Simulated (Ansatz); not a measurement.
# Quasiparticle levels of SnO2 (Fm-3m)

All numbers below come from G0W0@PBE, full frequency by contour deformation, hard PAW set made for 700 eV in Ansatz 0.2.0-dev.

Input:

```yaml
crystal:
  lattice:
    - [0.0, 2.436625, 2.436625]
    - [2.436625, 0.0, 2.436625]
    - [2.436625, 2.436625, 0.0]
  atoms:
    - { symbol: Sn, position: [0.0, 0.0, 0.0] }
    - { symbol: O, position: [0.25, 0.25, 0.25] }
    - { symbol: O, position: [0.75, 0.75, 0.75] }
basis:
  precision: f64
  xc_grid: 2
  ecutwfc: 700
  ecutrho_ratio: 4
kpoints:
  mp_grid: { grid: [4, 4, 4], shift: [0, 0, 0] }
hamiltonian:
  xc: pbe
  dispersion: none
  pseudopotentials:
    kind: paw
    azcp:
      O: "pseudopotentials/O.paw.azcp"
      Sn: "pseudopotentials/Sn.paw.azcp"
magnetization:
  spin_polarized: false
scf:
  lower_state_search: "off"
  max_iter: 200
  occupations: { method: fixed }
  convergence: { dr2_threshold: "1e-10 eV" }
output: {}
gw:
  n_empty_bands: 186
  ecut_chi: 200
  ecutfock_ratio: 2
  qp_bands: [v1, c1]
  screening: { model: contour_deformation }
```

Linearised quasiparticle energies, zero at the top filled Kohn-Sham level among these points. VB is the top filled band, CB the lowest empty one. Points in brackets are given in fractions of the reciprocal vectors. A dash marks a part that wasn't solved.

| k | band | ε_KS (eV) | Σx − Vxc (eV) | Σc (eV) | Z | ε_QP (eV) |
| --- | --- | --- | --- | --- | --- | --- |
| Γ | VB | -1.66 | -5.31 | – | – | – |
| Γ | CB | 1.53 | 4.52 | -3.74 | 0.83 | 2.17 |
| (0.25, -0.5, -0.25) | VB | 0.00 | -4.97 | 3.99 | 0.77 | -0.76 |

The gap (from k = (0.25, -0.5, -0.25) to Γ) opens from 1.53 eV to 2.93 eV.

Electronic (ion-clamped) dielectric constant on this mesh, from the head of the inverse dielectric matrix: 4.9.

The cell is a model at fixed atoms and needn't be the relaxed known crystal. Spin-orbit coupling is left out. The mesh is coarse, so these are values at the stated settings, not converged ones. Band sums or response are cut, so the gap isn't at its basis limit. The gap is read on the mesh, and the crystal's band edges can lie off it. Meshes this coarse can overestimate the dielectric constant by a tenth and more.
